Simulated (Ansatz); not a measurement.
**Si vacancy in Si**

All numbers below come from DFT PBEsol, scalar-relativistic, plane waves, PAW in Ansatz. (420 eV cutoff, 3×3×3 k-mesh, Gaussian smearing of 0.02 eV, collinear spin)

Host crystal, relaxed:

```
CELL_PARAMETERS angstrom
0.00000 2.71692 2.71692
2.71692 0.00000 2.71692
2.71692 2.71692 0.00000
ATOMIC_POSITIONS crystal
Si 0.25000 0.25000 0.25000
Si 0.00000 0.00000 0.00000
```

Supercell of 32 atoms, rows in host cell vectors: 3 -1 -1; -1 3 -1; -1 -1 3. Atoms relax at the host's cell, keeping the symmetry that the supercell leaves at the site. The cell is small, so energies carry finite-size errors of tenths of an eV. The host's Kohn–Sham gap is 0.46 eV.

Starting moments were lost in some runs.

Defect: Si vacancy at (0.250, 0.250, 0.250) of the host cell, charge -1.

Q: Give the relaxed supercell.

A:
```
CELL_PARAMETERS angstrom
-5.43383 5.43383 5.43383
5.43383 -5.43383 5.43383
5.43383 5.43383 -5.43383
ATOMIC_POSITIONS crystal
Si 0.25000 0.74754 0.75676
Si 0.25000 0.00000 0.50000
Si 0.49754 0.25676 0.00000
Si 0.25000 0.25676 0.24754
Si 0.49754 0.50000 0.75676
Si 0.49324 0.74324 0.49078
Si 0.75000 0.00000 0.00000
Si 0.49324 0.99078 0.24324
Si 0.75922 0.25246 0.75246
Si 0.75000 0.50000 0.50000
Si 0.00676 0.74754 0.00000
Si 0.74078 0.74324 0.24324
Si 0.00246 0.00922 0.75246
Si 0.00246 0.25246 0.50922
Si 0.00676 0.50000 0.24754
Si 0.02931 0.27931 0.77931
Si 0.00228 0.50000 0.49947
Si 0.99719 0.74772 0.24772
Si 0.25000 0.99947 0.75228
Si 0.00228 0.99947 0.00000
Si 0.25000 0.25228 0.49947
Si 0.25000 0.50000 0.22069
Si 0.49772 0.74772 0.74719
Si 0.25000 0.72069 0.00000
Si 0.50281 0.00053 0.50053
Si 0.49772 0.24719 0.24772
Si 0.74947 0.50000 0.75228
Si 0.47069 0.50000 0.00000
Si 0.75053 0.75281 0.50053
Si 0.75053 0.00053 0.25281
Si 0.74947 0.25228 0.00000
```
Around the defect: 4 Si at 2.08 Å. The run ended with a moment of 1.67 μB, which may not be the ground spin state.